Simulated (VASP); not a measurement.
**Band-edge properties of Tl2Te (Fm-3m)**

Aim: the gap of Tl2Te, the masses at its band edges and their response to strain. The cell is generated by rule, not measured, and may not be a known phase.

Calculated with VASP 6.6.1; PBE; plane waves and PAW (Te, Tl_d), in the first sound run; inputs show where later runs differ.

The structure was built from a prototype and need not be the compound's stable phase.

## Step 1: The structure

It takes space group Fm-3m (No. 225, cubic). Conventional cell: a = 6.803 Å, b = 6.803 Å, c = 6.803 Å, α = 90.00°, β = 90.00°, γ = 90.00°. Nearest to Te lie 8 Tl at 2.95 Å. Nearest to Tl lie 4 Te at 2.95 Å. Farther neighbours and most contacts between anions are not listed.

Structure file:

```cif
data_structure
_symmetry_space_group_name_H-M 'P 1'
_symmetry_Int_Tables_number 1
_cell_length_a 4.8105
_cell_length_b 4.8105
_cell_length_c 4.8105
_cell_angle_alpha 60.000
_cell_angle_beta 60.000
_cell_angle_gamma 60.000
_cell_volume 78.71
loop_
_atom_site_label
_atom_site_type_symbol
_atom_site_fract_x
_atom_site_fract_y
_atom_site_fract_z
_atom_site_occupancy
Te1 Te 0.00000 0.00000 0.00000 1
Tl2 Tl 0.25000 0.25000 0.25000 1
Tl3 Tl 0.75000 0.75000 0.75000 1
```

## Step 2: Relaxation of the atoms

The cell is kept as given; the atoms are relaxed first, so that no residual force shifts the band edges.

Contents of INCAR:

```
SYSTEM = Tl2Te
PREC = Accurate
ENCUT = 400
EDIFF = 1E-06
NELM = 100
ISMEAR = 0
SIGMA = 0.02
LREAL = .FALSE.
ALGO = Normal
GGA = PE
NBANDS = 22
LORBIT = 11
LWAVE = .FALSE.
LCHARG = .FALSE.
KPAR = 4
IBRION = 2
NSW = 40
ISIF = 2
EDIFFG = -0.005
```

Contents of POSCAR:

```
Tl2Te
1.0
    0.0000000000      3.4015200000      3.4015200000
    3.4015200000      0.0000000000      3.4015200000
    3.4015200000      3.4015200000      0.0000000000
Te Tl
1 2
Direct
    0.0000000000      0.0000000000      0.0000000000
    0.2500000000      0.2500000000      0.2500000000
    0.7500000000      0.7500000000      0.7500000000
```

Contents of KPOINTS:

```
Automatic mesh
0
Gamma
8 8 8
0 0 0
```

The projector-augmented-wave data sets are Te and Tl_d (PBE family, release 64).

Started as:

```sh
mpirun -np 4 vasp_std
```

The program printed:

```text
[banner, memory and clock lines left out]
running    4 mpi-ranks, on    1 nodes
 distrk:  each k-point on    1 cores,    4 groups
 distr:  one band on    1 cores,    1 groups

 POSCAR found type information on POSCAR TeTl
 POSCAR found :  2 types and       3 ions
 LDA part: xc-table for (Slater+PW92), standard interpolation
 POSCAR, INCAR and KPOINTS ok, starting setup
 FFT: planning ... GRIDC
 FFT: planning ... GRID_SOFT
 FFT: planning ... GRID
 WAVECAR not read
 entering main loop
       N       E                     dE             d eps       ncg     rms          rms(c)
DAV:   1     0.139228014622E+03    0.13923E+03   -0.13832E+04  1300   0.107E+03
DAV:   2    -0.267779444750E+01   -0.14191E+03   -0.13604E+03  1462   0.250E+02
DAV:   3    -0.625551319639E+01   -0.35777E+01   -0.35298E+01  1504   0.344E+01
DAV:   4    -0.629342902867E+01   -0.37916E-01   -0.37907E-01  1408   0.393E+00
DAV:   5    -0.629408184256E+01   -0.65281E-03   -0.65280E-03  1518   0.516E-01    0.148E+01
DAV:   6    -0.620393242812E+01    0.90149E-01   -0.11939E-01  1354   0.306E+00    0.926E+00
DAV:   7    -0.619627244302E+01    0.76600E-02   -0.99936E-02  1420   0.235E+00    0.666E-01
DAV:   8    -0.619216813455E+01    0.41043E-02   -0.23269E-02  1324   0.124E+00    0.518E-01
DAV:   9    -0.619243565570E+01   -0.26752E-03   -0.19338E-03  1436   0.241E-01    0.678E-02
DAV:  10    -0.619248011036E+01   -0.44455E-04   -0.69928E-05  1506   0.535E-02    0.333E-02
DAV:  11    -0.619250512531E+01   -0.25015E-04   -0.46051E-05  1422   0.461E-02    0.203E-02
DAV:  12    -0.619250642517E+01   -0.12999E-05   -0.15205E-05  1426   0.319E-02    0.180E-02
DAV:  13    -0.619250649023E+01   -0.65059E-07   -0.14192E-06  1162   0.800E-03
   1 F= -.61925065E+01 E0= -.61924086E+01  d E =-.619251E+01
 curvature:   0.00 expect dE= 0.000E+00 dE for cont linesearch  0.000E+00
 trial: gam= 0.00000 g(F)=  0.245E-46 g(S)=  0.000E+00 ort = 0.000E+00 (trialstep = 0.100E+01)
 search vector abs. value=  0.100E-09
 reached required accuracy - stopping structural energy minimisation
```

The job ended after 6.2 s (4 MPI ranks of Intel Xeon 6975P-C (Granite Rapids), shared host; peak memory 0.73 GiB; 20 s of CPU time).

Lines that name or quote the potential files are left out of all logs, and their timing lines are given in words.

Parts of OUTCAR (step 2):

```text
ion  position               nearest neighbor table
   1  0.000  0.000  0.000-   2 2.95   3 2.95   3 2.95   3 2.95   3 2.95   2 2.95   2 2.95   2 2.95

  LATTYP: Found a face centered cubic cell.
 ALAT       =     6.8030400000

 Subroutine GETGRP returns: Found 48 space group operations
 (whereof 48 operations were pure point group operations)

The static configuration has the point symmetry O_h .

 Found     29 irreducible k-points:

   k-points           NKPTS =     29   k-points in BZ     NKDIM =     29   number of bands    NBANDS=     22

   dimension x,y,z NGX =    32 NGY =   32 NGZ =   32
   dimension x,y,z NGXF=    64 NGYF=   64 NGZF=   64

   ENCUT  =  400.0 eV  29.40 Ry    5.42 a.u.   7.84  7.84  7.84*2*pi/ulx,y,z

   NELECT =      32.0000    total number of electrons

 k-points in reciprocal lattice and weights: Automatic mesh
   0.00000000  0.00000000  0.00000000       0.002
   0.12500000  0.00000000  0.00000000       0.016
   0.25000000  0.00000000  0.00000000       0.016
   0.37500000  0.00000000  0.00000000       0.016
   0.50000000  0.00000000  0.00000000       0.008
   0.12500000  0.12500000  0.00000000       0.012
   0.25000000  0.12500000  0.00000000       0.047
   0.37500000  0.12500000  0.00000000       0.047
   0.50000000  0.12500000  0.00000000       0.047
[...]
-0.37500000  0.50000000  0.12500000       0.023
  -0.25000000  0.50000000  0.25000000       0.012

 average (electrostatic) potential at core
       1 -86.8584       2 -81.5247       3 -81.5247

 E-fermi :   8.5547

 k-point     1 :       0.0000    0.0000    0.0000
  band No.  band energies     occupation
    ...
     15       5.9644      2.00000
     16       5.9644      2.00000
     17       8.2016      2.00000
     18       8.2016      2.00000
     19       8.2016      2.00000
     20      13.2729      0.00000
     21      13.2729      0.00000
     22      13.2729      0.00000

 k-point     2 :       0.1250    0.0000    0.0000
  band No.  band energies     occupation
    ...
     14       5.7470      2.00000
     15       5.7470      2.00000
     16       6.3652      2.00000
     17       8.5238      1.97079
     18       8.5238      1.97078
     19       9.4347      0.00000
     20      12.8268      0.00000
     21      12.8268      0.00000
     22      12.8541      0.00000

 k-point     3 :       0.2500    0.0000    0.0000
  band No.  band energies     occupation
    ...
     12       1.6385      2.00000
     13       3.6947      2.00000
     14       5.3748      2.00000
     15       5.3748      2.00000
     16       7.4821      2.00000
     17       9.0513      0.00000
     18       9.0513      0.00000
     19      10.7098      0.00000
     20      12.5887      0.00000
     21      12.5887      0.00000
    ...

  Total       11.5853957     11.5853957     11.5853957      0.0000000      0.0000000      0.0000000
  in kB      235.8155124    235.8155124    235.8155124      0.0000000      0.0000000      0.0000000
  external PRESSURE =     235.8155124 kB  Pullay stress =       0.0000000 kB

  energy-cutoff  :      400.00
  volume of cell :       78.71
      direct lattice vectors                 reciprocal lattice vectors
     0.000000000  3.401520000  3.401520000    -0.146993109  0.146993109  0.146993109
     3.401520000  0.000000000  3.401520000     0.146993109 -0.146993109  0.146993109
     3.401520000  3.401520000  0.000000000     0.146993109  0.146993109 -0.146993109

 POSITION                                       TOTAL-FORCE (eV/Angst)
 -----------------------------------------------------------------------------------
      0.00000      0.00000      0.00000         0.000000      0.000000      0.000000
      1.70076      1.70076      1.70076        -0.000000     -0.000000     -0.000000
      5.10228      5.10228      5.10228         0.000000      0.000000      0.000000
 -----------------------------------------------------------------------------------
    total drift:                               -0.000000     -0.000000      0.000000

  FREE ENERGIE OF THE ION-ELECTRON SYSTEM (eV)
  ---------------------------------------------------
  free  energy   TOTEN  =        -6.1925064902 eV

  energy  without entropy=       -6.1923108064  energy(sigma->0) =       -6.19240865

 reached required accuracy - stopping structural energy minimisation

 total charge
# of ion       s       p       d       tot
------------------------------------------
    1        1.446   1.959   0.078   3.482
    2        1.238   0.488   9.656  11.382
    3        1.238   0.488   9.656  11.382
--------------------------------------------------
tot          3.922   2.935  19.389  26.245

[... 3 further parts left out ...]
```

The run keeps the 48 symmetry operations of its start, so it cannot find a distortion of lower symmetry.

The forces vanish from the start, and no atom moves.

Numbers from this step:

- SCF cycles: 13
- electrons: 32
- bands: 22
- irreducible k-points: 29
- symmetry operations: 48
- free energy (TOTEN): -6.193 eV
- energy at zero smearing: -6.192 eV
- Fermi energy: 8.555 eV
- pressure: 23.58 GPa
- metallic: yes

## Step 3: Bands on a dense mesh

A dense even mesh and a path are solved together, since either alone can miss a band edge.

Edit INCAR of step 2 so:

```diff
@@ -10,3 +10,3 @@
 GGA = PE
-NBANDS = 22
+NBANDS = 29
 LORBIT = 11
@@ -15,5 +15,2 @@
 KPAR = 4
-IBRION = 2
-NSW = 40
 ISIF = 2
-EDIFFG = -0.005
```

POSCAR is that of step 2.

Contents of KPOINTS:

```
Automatic mesh
0
Gamma
10 10 10
0 0 0
```

Contents of KPOINTS_OPT:

```
Line mode
24
Line-mode
Reciprocal
  0.00000000   0.00000000   0.00000000 GAMMA
  0.50000000   0.00000000   0.50000000 X

  0.50000000   0.00000000   0.50000000 X
  0.50000000   0.25000000   0.75000000 W

  0.50000000   0.25000000   0.75000000 W
  0.37500000   0.37500000   0.75000000 K

  0.37500000   0.37500000   0.75000000 K
  0.00000000   0.00000000   0.00000000 GAMMA

  0.00000000   0.00000000   0.00000000 GAMMA
  0.50000000   0.50000000   0.50000000 L

  0.50000000   0.50000000   0.50000000 L
  0.62500000   0.25000000   0.62500000 U

  0.62500000   0.25000000   0.62500000 U
  0.50000000   0.25000000   0.75000000 W

  0.50000000   0.25000000   0.75000000 W
  0.50000000   0.50000000   0.50000000 L

  0.50000000   0.50000000   0.50000000 L
  0.37500000   0.37500000   0.75000000 K

  0.62500000   0.25000000   0.62500000 U
  0.50000000   0.00000000   0.50000000 X
```

Started as:

```sh
mpirun -np 4 vasp_std
```

The program printed:

```text
[... set-up lines as in an earlier step ...]
 entering main loop
       N       E                     dE             d eps       ncg     rms          rms(c)
DAV:   1     0.147349328811E+03    0.14735E+03   -0.13211E+04  2766   0.809E+02
DAV:   2    -0.201672160495E+01   -0.14937E+03   -0.14314E+03  3175   0.219E+02
DAV:   3    -0.624893235564E+01   -0.42322E+01   -0.41817E+01  3199   0.313E+01
DAV:   4    -0.628891433126E+01   -0.39982E-01   -0.39974E-01  3081   0.349E+00
DAV:   5    -0.628968587744E+01   -0.77155E-03   -0.77154E-03  3101   0.475E-01    0.151E+01
DAV:   6    -0.620094717973E+01    0.88739E-01   -0.75430E-02  2996   0.233E+00    0.925E+00
DAV:   7    -0.619247692811E+01    0.84703E-02   -0.67602E-02  2991   0.176E+00    0.681E-01
DAV:   8    -0.618894290674E+01    0.35340E-02   -0.16958E-02  2916   0.952E-01    0.376E-01
DAV:   9    -0.618900194107E+01   -0.59034E-04   -0.13551E-03  3154   0.174E-01    0.168E-01
DAV:  10    -0.618905847983E+01   -0.56539E-04   -0.11657E-04  3074   0.655E-02    0.645E-02
DAV:  11    -0.618907233371E+01   -0.13854E-04   -0.39901E-05  2941   0.446E-02    0.389E-02
DAV:  12    -0.618907324417E+01   -0.91046E-06   -0.43325E-06  3208   0.860E-03
   1 F= -.61890732E+01 E0= -.61889050E+01  d E =-.336550E-03
 Start KPOINTS_OPT (optional k-point list driver)
k-point batch [1-47\240]
       N       E                     dE             ncg
DAV:   1     0.543397341745E+04   -0.24555E+05     2782
DAV:   2    -0.159469495656E+04   -0.70287E+04     3132
DAV:   3    -0.178550447846E+04   -0.19081E+03     3263
DAV:   4    -0.178733428701E+04   -0.18298E+01     3031
DAV:   5    -0.178737015002E+04   -0.35863E-01     3087
DAV:   6    -0.178737112699E+04   -0.97697E-03     3119
DAV:   7    -0.178737115751E+04   -0.30520E-04     3082
DAV:   8    -0.178737115833E+04   -0.81710E-06     1985
[...]
k-point batch [236-240\240]
       N       E                     dE             ncg
DAV:   1     0.352987465100E+05   -0.36323E+04      290
DAV:   2     0.345610288171E+05   -0.73772E+03      325
DAV:   3     0.345411037575E+05   -0.19925E+02      380
DAV:   4     0.345409147930E+05   -0.18896E+00      328
DAV:   5     0.345409113540E+05   -0.34390E-02      354
DAV:   6     0.345409112632E+05   -0.90793E-04      326
DAV:   7     0.345409112605E+05   -0.27462E-05      336
DAV:   8     0.345409112604E+05   -0.71850E-07      213
```

Elapsed: 33 s, on 4 MPI ranks; peak memory 1 GiB; 1.9 min of CPU time.

OUTCAR, selected parts (step 3):

```text
The static configuration has the point symmetry O_h .

 Found     47 irreducible k-points:

   k-points           NKPTS =     47   k-points in BZ     NKDIM =     47   number of bands    NBANDS=     29

   NELECT =      32.0000    total number of electrons

 E-fermi :   8.5716

 k-point     1 :       0.0000    0.0000    0.0000
  band No.  band energies     occupation
    ...
     15       5.9528      2.00000
     16       5.9528      2.00000
     17       8.1956      2.00000
     18       8.1956      2.00000
     19       8.1956      2.00000
     20      13.2682      0.00000
     21      13.2682      0.00000
     22      13.2682      0.00000
     23      14.9159      0.00000
     24      14.9159      0.00000
    ...

 k-point     2 :       0.1000    0.0000    0.0000
  band No.  band energies     occupation
    ...
     14       5.8050      2.00000
     15       5.8050      2.00000
     16       6.1879      2.00000
     17       8.4137      2.00000
     18       8.4137      2.00000
     19       9.0779      0.00000
     20      12.9359      0.00000
     21      12.9359      0.00000
     22      12.9370      0.00000
     23      15.4874      0.00000
    ...

  Total       11.5281483     11.5281483     11.5281483      0.0000000      0.0000000      0.0000000
  in kB      234.6502683    234.6502683    234.6502683      0.0000000      0.0000000      0.0000000
  external PRESSURE =     234.6502683 kB  Pullay stress =       0.0000000 kB

 POSITION                                       TOTAL-FORCE (eV/Angst)
 -----------------------------------------------------------------------------------
      0.00000      0.00000      0.00000         0.000000      0.000000      0.000000
      1.70076      1.70076      1.70076         0.000000     -0.000000      0.000000
      5.10228      5.10228      5.10228        -0.000000      0.000000     -0.000000
 -----------------------------------------------------------------------------------
    total drift:                               -0.000000     -0.000000      0.000000

  FREE ENERGIE OF THE ION-ELECTRON SYSTEM (eV)
  ---------------------------------------------------
  free  energy   TOTEN  =        -6.1890732442 eV

  energy  without entropy=       -6.1887366944  energy(sigma->0) =       -6.18890497

 total charge
# of ion       s       p       d       tot
------------------------------------------
    1        1.448   1.956   0.077   3.481
    2        1.236   0.486   9.657  11.379
    3        1.236   0.486   9.657  11.379
--------------------------------------------------
tot          3.920   2.929  19.391  26.240

[... 6 parts as in an earlier step ...]

[... 6 further parts left out ...]
```

This step gave:

```
SCF cycles              : 12
bands                   : 29
irreducible k-points    : 47
free energy (TOTEN)     : -6.189 eV
energy at zero smearing : -6.189 eV
Fermi energy            : 8.572 eV
pressure                : 23.47 GPa
```

Electronic bands along the path, in eV, zero at the Fermi level; # counts the bands kept, so #1 is VASP's band 12:

```tsv
point	#2	#3	#4	#5	#6	#7	#8	#9
Γ	-3.21	-2.62	-2.62	-2.62	-0.38	-0.38	-0.38	4.70
0.48 of the way	-4.76	-4.08	-4.08	-1.13	1.55	1.55	1.64	3.24
X	-5.52	-5.11	-5.11	-1.23	2.05	4.79	4.79	5.38
0.52 of the way	-6.95	-5.33	-3.22	-0.50	0.94	3.17	4.91	5.36
W	-7.95	-5.50	-1.08	-1.08	0.73	1.54	5.16	5.16
0.52 of the way	-7.58	-5.18	-2.45	0.04	0.44	2.31	4.50	4.55
K	-7.48	-4.68	-3.31	0.33	0.56	3.14	3.76	4.02
0.52 of the way	-6.03	-3.18	-2.36	-2.03	0.83	1.15	3.04	3.15
Γ	-3.21	-2.62	-2.62	-2.62	-0.38	-0.38	-0.38	4.70
0.48 of the way	-4.83	-3.18	-3.18	-1.20	0.44	0.44	2.07	4.00
L	-5.44	-3.57	-3.57	0.34	0.70	0.70	3.37	5.03
0.48 of the way	-6.62	-4.02	-2.80	-0.75	1.63	2.04	3.13	4.07
U	-7.48	-4.68	-3.31	0.33	0.56	3.14	3.76	4.02
0.48 of the way	-7.58	-5.18	-2.45	0.04	0.44	2.31	4.50	4.55
W	-7.95	-5.50	-1.08	-1.08	0.73	1.54	5.16	5.16
0.48 of the way	-6.99	-4.48	-2.19	-1.07	2.06	2.06	2.59	4.72
L	-5.44	-3.57	-3.57	0.34	0.70	0.70	3.37	5.03
0.52 of the way	-6.76	-4.08	-2.79	-0.71	1.78	1.97	3.04	4.29
K	-7.48	-4.68	-3.31	0.33	0.56	3.14	3.76	4.02
jump to U	-7.48	-4.68	-3.31	0.33	0.56	3.14	3.76	4.02
0.52 of the way	-6.50	-5.01	-4.17	-0.88	1.58	4.23	4.44	5.00
X	-5.52	-5.11	-5.11	-1.23	2.05	4.79	4.79	5.38
```

Of the projections kept (Te, Tl), the largest for each band there; the rest of the weight can lie on other orbitals:

```tsv
point	#2	#3	#4	#5	#6	#7	#8	#9
Γ	Tl 1.00	Te 0.76	Te 0.76	Te 0.76	Tl 0.88	Tl 0.88	Tl 0.88	Tl 0.99
X	Tl 0.98	Te 0.61	Te 0.61	Tl 0.70	Te 0.65	Te 0.54	Te 0.54	Tl 0.76
W	Tl 0.81	Te 0.58	Tl 0.59	Tl 0.59	Tl 0.72	Te 0.64	Tl 0.54	Tl 0.54
K	Tl 0.76	Te 0.61	Tl 0.74	Tl 0.63	Te 0.53	Te 0.50	Te 0.54	Tl 0.83
Γ	Tl 1.00	Te 0.76	Te 0.76	Te 0.76	Tl 0.88	Tl 0.88	Tl 0.88	Tl 0.99
L	Tl 0.78	Te 0.68	Te 0.68	Tl 0.74	Tl 0.86	Tl 0.86	Te 0.77	Tl 0.81
```

At 23.5 GPa the cell is away from the equilibrium volume of this level: left free, it would expand.

(Part 1 of 3 ends here.)

[Lines on the potential files, build, host, timing and source positions are cut from VASP's logs without a mark.]

[Logs are printed without paths, hosts, clocks, repeated set-up lines and the standing remarks that a program may print on its own settings, such as how far it seeks lower states.]

[Hosts, paths, dates, database ids (printed as entryN), source tags and the programs' standing remarks are cut or masked in the printed files.]

[In band tables of VASP the shares of atoms and orbitals are scaled to a sum of 1 inside the atoms' spheres.]

[Gaps and slopes under strain along one axis are those of the sampled path and mesh points; where strain splits equal valleys, another of them can be the edge.]
